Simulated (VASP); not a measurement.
C:

```
CELL_PARAMETERS angstrom
2.52210 0.00000 0.00000
-1.26105 2.18420 0.00000
0.00000 0.00000 8.23710
ATOMIC_POSITIONS crystal
C 0.66667 0.33333 0.84375
C 0.33333 0.66667 0.34375
C 0.66667 0.33333 0.65625
C 0.33333 0.66667 0.15625
C 0.00000 0.00000 0.90625
C 0.00000 0.00000 0.40625
C 0.00000 0.00000 0.59375
C 0.00000 0.00000 0.09375
```

This is a hexagonal form of diamond, not graphite.

Base run:

```yaml
Program: VASP 6.6.1
Functional: HSE06
Potentials_or_basis: VASP PAW PBE potentials, release 64 (C)
Cutoff: 520 eV
k_mesh: 8 × 8 × 2
Occupations: gaussian, width 0.02 eV
Spin: no spin polarisation
```

Its results: band gap on the k mesh 5.61 eV, indirect (least direct gap 6.56 eV); pressure -6.8 GPa; largest force 0.334 eV/Å.

Question: The run is repeated on the same cell with these changes: functional from HSE06 to HSE03. What comes out?

Answer: Band gap on the k mesh 5.36 eV, indirect (least direct gap 6.30 eV); pressure -6.4 GPa; largest force 0.336 eV/Å.

Caveats: the PAW data sets were made with another functional, which shifts forces and pressure a little.

A k mesh can miss the band edges.
